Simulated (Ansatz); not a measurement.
The geometry is COD entry 1533087, unchecked; take it as a test cell.

CoO: DFT, PBEsol, PAW with Ansatz's default frozen-core files, scalar-relativistic (Ansatz 0.2.0).

Command: `ansatz run input.yaml --threads 1 --pin off --max-ram 3072MiB --backend cpu --events-out ev --progress --plain --runs-dir out` The run took 40 s on 1 thread of Arm Neoverse N1 (shared host), peak memory 0.42 GiB.

```yaml
crystal:
  lattice:
    - [0.0, 2.1315, 2.1315]
    - [2.1315, 0.0, 2.1315]
    - [2.1315, 2.1315, 0.0]
  atoms:
    - { symbol: Co, position: [0.0, 0.0, 0.0], spin: 2.0 }
    - { symbol: O, position: [0.5, 0.5, 0.5] }
magnetization:
  spin_polarized: true
kpoints:
  mp_grid: { grid: [16, 16, 16] }
  band_path:
    path:
      - [0.0, 0.0, 0.0]
      - [0.5, 0.0, 0.5]
      - [0.625, 0.25, 0.625]
      - [0.375, 0.375, 0.75]
      - [0.0, 0.0, 0.0]
      - [0.5, 0.5, 0.5]
      - [0.5, 0.25, 0.75]
      - [0.5, 0.0, 0.5]
    npoints: 14
scf:
  occupations: { method: fermi_dirac, width: 0.05 }
hamiltonian:
  xc: pbesol
  pseudopotentials: { kind: paw }
output:
  forces: true
  stress: true
  eigenvalues: true
  efg: { contact_densities: true }
  populations: true
  bader: true
  dos: { projected: true, de: 0.2, e_range: [-14, 8] }
  write_density: true
  write_potential: true
  elf: true
  volumetric_format: npy
```

Output:

```
Engine: ansatz 0.2.0
Pseudopotentials: kind: paw
Pseudopotential: Co, paw, valence charge 17, recommended cutoff 420 eV (normal)
Pseudopotential: O, paw, valence charge 6, recommended cutoff 420 eV (normal)
Functional definition: PBEsol
  exchange = pbesol_x
  correlation = pbesol_c
Crystal: 2 atoms, lattice volume = 19.368 Å³
Basis set: ecut = 420 eV, 339 PW (Γ), exchange–correlation on 48×48×48 points (8 copies of the dense FFT grid, shifted against one another)
Bands: 17, of which v1, the nominal top of the filled ones, is band 12 counted from 1 (11 counted from 0)
Symmetry: 48 space group operations
Space group: Fm-3m (ITA 225), of the structure as read, at distance tolerance 2.7e-5 Å
Magnetic group: BNS 225.116 (UNI 1618), of the structure as read, at distance tolerance 2.7e-5 Å
k-points: 145 of 4096
Non-local potential: Co, projectors of the file, l = 0: 3, l = 1: 2, l = 2: 3, l = 3: 1
Non-local potential: O, projectors of the file, l = 0: 2, l = 1: 2, l = 2: 1
PAW form: soft (Blöchl's): semilocal exchange-correlation on the pseudo side does not see the compensation charge
PAW frozen core: Co, regenerated for the run's functional, and the local potential with it (the file was generated under x = pbe(κ = 0.804, μ = 0.2195149727645171), c = pbe(β = 0.06672455060314922))
PAW frozen core: O, regenerated for the run's functional, and the local potential with it (the file was generated under x = pbe(κ = 0.804, μ = 0.2195149727645171), c = pbe(β = 0.06672455060314922))
PAW one-centre angular grid: Co, 590 points (default); XC on 64 Gauss nodes
PAW one-centre angular grid: O, 110 points (default); XC on 64 Gauss nodes
Initial density: superposition of atomic densities (chi_scale 0.1, normalization cell, long waves kept (reshape's long-wave potential 0.00 eV rms))
Starting moments: Σ|m| = 2 μB on 1 of 2 sites
Initial wavefunctions: pseudopotential atomic-orbital guess
Functional: x = pbesol(κ = 0.804, μ = 0.12345679012345678), c = pbesol(β = 0.046)
SCF iter   1: F=—  HF=-5651.307555 eV  |F-HF|=—  |Δ(HF+E_count)|=         —  Δρ=1.10e-1 (↑1.07e-1 ↓1.10e-1)  dr2=6.68e0  dr2_m=8.03e-2  M=1.995 μB ∫|m|=1.995 μB  β_m=0.30  ethr=3.10e-3  ⟨swp⟩=5.6  Hψ=21519  notcnv=0
Mixer restart at iter 1: flushing history
preconditioner: auto → none  [metal: Δε(μ)=0.007 eV  Ē_g=12.901 eV  σ=0.050 eV  W_gap=0.04  n_scr=8 (ndim 8)  ℏωp=32.7 eV  f_vac=0.000  D(μ)=5.12/eV (n_scr^D=112)  sad-step TF]
SCF iter   2: F=—  HF=-5651.999643 eV  |F-HF|=—  |Δ(HF+E_count)|=   6.92e-1  Δρ=8.18e-2 (↑8.18e-2 ↓6.53e-2)  dr2=5.31e-1  dr2_m=8.04e-1  M=2.601 μB ∫|m|=2.601 μB  β_m=0.35  ethr=3.10e-3  ⟨swp⟩=3.0  Hψ=12475  notcnv=0  defer=74
SCF iter   3: F=—  HF=-5652.303634 eV  |F-HF|=—  |Δ(HF+E_count)|=   3.04e-1  Δρ=9.24e-2 (↑6.87e-2 ↓9.24e-2)  dr2=1.68e-1  dr2_m=1.08e0  M=2.965 μB ∫|m|=2.968 μB  β_m=0.20  ethr=2.31e-3  ⟨swp⟩=2.0  Hψ=8541  notcnv=0  defer=83
SCF iter   4: F=—  HF=-5651.965149 eV  |F-HF|=—  |Δ(HF+E_count)|=         —  Δρ=3.37e-2 (↑2.83e-2 ↓3.37e-2)  dr2=3.50e-1  dr2_m=7.11e-2  M=2.640 μB ∫|m|=2.644 μB  β_m=0.68  ethr=7.30e-4  ⟨swp⟩=2.2  Hψ=9488  notcnv=0  defer=95
Mixer restart at iter 4: flushing history
SCF iter   5: F=—  HF=-5652.202362 eV  |F-HF|=—  |Δ(HF+E_count)|=   2.37e-1  Δρ=6.80e-2 (↑3.55e-2 ↓6.80e-2)  dr2=7.29e-1  dr2_m=2.79e-1  M=2.991 μB ∫|m|=3.001 μB  β_m=0.39  ethr=7.30e-4  ⟨swp⟩=3.1  Hψ=11243  notcnv=0  defer=95  recentre
SCF iter   6: F=—  HF=-5652.126677 eV  |F-HF|=—  |Δ(HF+E_count)|=   7.57e-2  Δρ=2.62e-2 (↑2.62e-2 ↓2.15e-2)  dr2=4.30e-2  dr2_m=8.78e-2  M=2.830 μB ∫|m|=2.838 μB  β_m=0.55  ethr=7.30e-4  ⟨swp⟩=3.0  Hψ=11724  notcnv=0  defer=99
SCF iter   7: F=—  HF=-5652.252203 eV  |F-HF|=—  |Δ(HF+E_count)|=   1.26e-1  Δρ=2.39e-2 (↑5.50e-3 ↓2.39e-2)  dr2=4.80e-2  dr2_m=3.05e-2  M=2.956 μB ∫|m|=2.969 μB  β_m=0.72  ethr=1.87e-4  ⟨swp⟩=2.3  Hψ=10921  notcnv=0  defer=100
SCF iter   8: F=—  HF=-5652.254267 eV  |F-HF|=—  |Δ(HF+E_count)|=   2.06e-3  Δρ=8.40e-3 (↑6.45e-3 ↓8.40e-3)  dr2=9.08e-4  dr2_m=9.55e-3  M=2.972 μB ∫|m|=2.989 μB  β_m=0.65  ethr=1.87e-4  ⟨swp⟩=2.7  Hψ=8921  notcnv=0  defer=100
SCF iter   9: F=—  HF=-5652.256307 eV  |F-HF|=—  |Δ(HF+E_count)|=   2.04e-3  Δρ=1.78e-3 (↑1.31e-3 ↓1.78e-3)  dr2=3.36e-5  dr2_m=4.10e-4  M=2.965 μB ∫|m|=2.982 μB  β_m=0.83  ethr=3.95e-6  ⟨swp⟩=2.1  Hψ=9159  notcnv=0  defer=100
SCF iter  10: F=—  HF=-5652.256287 eV  |F-HF|=—  |Δ(HF+E_count)|=   2.00e-5  Δρ=1.03e-4 (↑3.50e-5 ↓1.03e-4)  dr2=2.30e-6  dr2_m=2.80e-7  M=2.965 μB ∫|m|=2.982 μB  β_m=0.80  ethr=1.46e-7  ⟨swp⟩=2.0  Hψ=7064  notcnv=0  defer=105
SCF iter  11: F=—  HF=-5652.256291 eV  |F-HF|=—  |Δ(HF+E_count)|=   4.46e-6  Δρ=5.28e-5 (↑3.37e-5 ↓5.28e-5)  dr2=9.28e-8  dr2_m=3.12e-7  M=2.965 μB ∫|m|=2.982 μB  β_m=0.87  ethr=9.99e-9  ⟨swp⟩=1.7  Hψ=5840  notcnv=0  defer=105
SCF iter  12: F=—  HF=-5652.256291 eV  |F-HF|=—  |Δ(HF+E_count)|=   1.14e-8  Δρ=9.30e-6 (↑9.30e-6 ↓7.14e-6)  dr2=1.01e-9  dr2_m=1.15e-8  M=2.965 μB ∫|m|=2.982 μB  β_m=0.94  ethr=4.03e-10  ⟨swp⟩=2.1  Hψ=6850  notcnv=0  defer=105
SCF iter  13: F=-5652.256291 eV  HF=-5652.256291 eV  |F-HF|=9.64e-11  |Δ(HF+E_count)|=  5.20e-10  Δρ=2.09e-6 (↑1.76e-6 ↓2.09e-6)  dr2=2.08e-10  dr2_m=6.18e-10  M=2.965 μB ∫|m|=2.982 μB  ethr=4.40e-12  ⟨swp⟩=5.5  Hψ=26116  notcnv=0
SCF 1 converged in 13 iterations: F = -5652.256291 eV  dr2 = 2.08e-10
  greatest PAW one-centre occupation: 1.004 electrons in one spin orbital (limit 2), on the Co atom at site 0 (counted from 0), in its partial waves of l = 1
NSCF: frozen V_eff on 99 k-points
SCF converged after 13 iterations
Magnetization: 2.9650 μB (12.9825 up, 10.0175 down)
Absolute magnetization: 2.9817 μB (∫|ρ↑−ρ↓|, with the PAW one-centre terms)
Spin contamination: 0.0074 ħ² per cell (⟨S²⟩ above its minimum at these occupations)
Per-site moments (μB) at R_I (Å): [(2.5068092946511613, 0.87924375), (0.342769609926897, 0.87924375)]
Free energy (F): -5652.256291 eV
Harris-Foulkes:  -5652.256291 eV  (|F-HF|=9.64e-11)
Internal energy: -5652.224314 eV  (E = F + TS)
E sigma→0 (E₀):  -5652.240302 eV
Entropy (-TS):   -0.031977 eV (-15.989 meV/atom)
Fermi energy:    13.763827 eV
--- Per-component energies (eV) ---
  E_band       = -308.056506
  E_kinetic    = 616.371164
  E_local      = -3434.829371  (includes V_loc(G=0)·N_el)
  E_nonlocal   = 515.647890
  E_hartree    = 1406.631921
  E_xc         = -226.057895
  E_vxc        = -292.016747  (∫ρ·V_xc dr)
  E_paw        = -1638.149146  (= ΣΔE_a)
  E_vpaw       = -526.495342  (= ΣTr[D̂ρ^β])
  E_aug_tail   = 0.002482  (compensation charges beyond the density's cutoff)
  E_ewald      = -2892.065066
  E_core_change = 0.223707  (= ΣΔE_core)
  E_smearing   = -0.031977  (= −TS)
  E_closure    = 0.000000  (closes the sum)
  Σ components = -5652.256291   (vs F -5652.256291, Δ=0.00e0)
--- Forces (eV/Å), atoms counted from 1 ---
  atom   1  Co    -0.00000000    -0.00000000    -0.00000000
  atom   2  O      0.00000000    -0.00000000     0.00000000
  max |Σ_I F_I| component: 1.30e-29 eV/Å
--- Stress (GPa, compression-positive) ---
      -10.718553       0.000000       0.000000
        0.000000     -10.718553       0.000000
       -0.000000       0.000000     -10.718553
  P = ⅓ Tr σ = -10.7186 GPa (-107.186 kbar)
--- PAW observables at the nuclei: V_zz in 10²¹ V/m², potentials from the cell's mean, atoms counted from 1 ---
  atom   1  Co V_zz =    +0.000000   η = 0.0000   by run symmetry: forbidden
            electrostatic potential = -3387.132941 V   contact ρ = 114421.846270 e/Å³   contact ρ_s (e/Å³): all electrons -1.871317, valence +4.896415
  atom   2  O  V_zz =    +0.000000   η = 0.0000   by run symmetry: forbidden
            electrostatic potential = -626.603784 V   contact ρ = 2144.188279 e/Å³   contact ρ_s (e/Å³): all electrons +2.755493, valence +3.299476
--- Band table (eV; the first three rows and the last of 290) ---
  k-point 0 ↑: bands = ["-82.8807", "-46.2788", "-46.2788", "-46.2788", "-6.5088", "10.4410", "10.4410", "10.4926", "10.4926", "10.4926", "10.5834", "10.5834", "10.5834", "14.4973", "30.1869", "31.5212", "31.5212"]
  k-point 1 ↑: bands = ["-82.8806", "-46.2803", "-46.2790", "-46.2790", "-6.4672", "9.8923", "9.8923", "9.9629", "10.5932", "10.5932", "10.8361", "11.0737", "11.0737", "14.7948", "29.2525", "31.3890", "31.3890"]
  k-point 2 ↑: bands = ["-82.8803", "-46.2844", "-46.2796", "-46.2796", "-6.3465", "9.1525", "9.3481", "9.3481", "10.6707", "10.6707", "10.9981", "11.6634", "11.6634", "15.5067", "27.7689", "30.8834", "30.8834"]
  k-point 144 ↓: bands = ["-79.8317", "-43.3275", "-43.3275", "-43.3158", "-4.4971", "8.0302", "8.0302", "8.6192", "13.3817", "13.3817", "13.9234", "14.4856", "15.2211", "22.5006", "24.0426", "24.0426", "26.7618"]
--- Löwdin populations: 2 sites ---
  site symbol       q [e]    m [muB]
     0     Co     15.9176     2.5418
     1      O      6.9534     0.4295
  spilling = 0.005612 (of n_electrons = 23.000000)
--- Bader charges: 2 sites ---
  site symbol  charge [e]  shift [e]    m [muB]
     0     Co      1.2214     0.0035     2.6022
     1      O     -1.2214     0.0035     0.3628
  estimated error of the sums over rays = 3.7e-4 e
```

populations.tsv:

```
# site	symbol	l	j	q_up	q_dn
# orbitals = lowdin
# n_electrons = 23.000000
# spilling = 0.005612
0	Co	0_3S	-	0.996451	0.996563
0	Co	0_4S	-	0.256867	0.237450
0	Co	1_3P	-	2.999253	2.998665
0	Co	2_3D	-	4.977133	2.455177
1	O	0_2S	-	0.941673	0.898675
1	O	1_2P	-	2.749762	2.363264
```

bader_charges.tsv:

```
# site	symbol	x_ang	y_ang	z_ang	partial_charge_e	electrons	volume_ang3	relative_density_drop	shared_charge_e	partial_wave_shift_e	spin_moment_mub
# quadrature_error_electrons = 3.7e-4
0	Co	0.0000	0.0000	0.0000	1.22140	25.77860	9.08	-	1.22140	0.00354	2.60222
1	O	2.1315	2.1315	2.1315	-1.22140	9.22140	10.29	-	-1.22140	0.00354	0.36278
```

Semilocal functionals without U often leave such compounds metallic or with too small a gap, and the real magnetic order may differ.

The magnetic state is the one reached from the start moments; no search over orders was made, so it needn't be the ground state.
